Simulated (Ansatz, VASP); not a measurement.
## Os: VASP beside Ansatz

```xyz
2
Lattice="2.7250 0.0000 0.0000 -1.3625 2.3599 0.0000 0.0000 0.0000 4.3053" Properties=species:S:1:pos:R:3 pbc="T T T"
Os    0.0000    1.5733    1.0763
Os    1.3625    0.7866    3.2289
```

Change from the starting cell: volume scaled by 0.99.

Alike in both runs: task single point; functional PBEsol; k mesh 17 × 17 × 10; occupations fermi-dirac, width 0.08 eV; no spin polarisation.

```csv
,VASP,Ansatz
version,VASP 6.6.1,Ansatz 0.2.0
potentials or method,"VASP PAW PBE potentials, release 64 (Os), cutoff 520 eV","all-electron LAPW, scalar-relativistic"
```

|  | VASP | Ansatz | Ansatz less VASP |
| --- | --- | --- | --- |
| pressure (GPa) | 2.1 | 1.6 | -0.53 |
| largest component of the traceless stress (GPa) | 0.26 | 0.21 | -0.050 |

Ansatz ran all-electron here, so the differences hold the error of VASP's frozen core and of both bases.

Caveats: the PAW data sets were made with another functional, which shifts forces and pressure a little (VASP). Spin-orbit coupling is left out, which matters for the levels of Os.
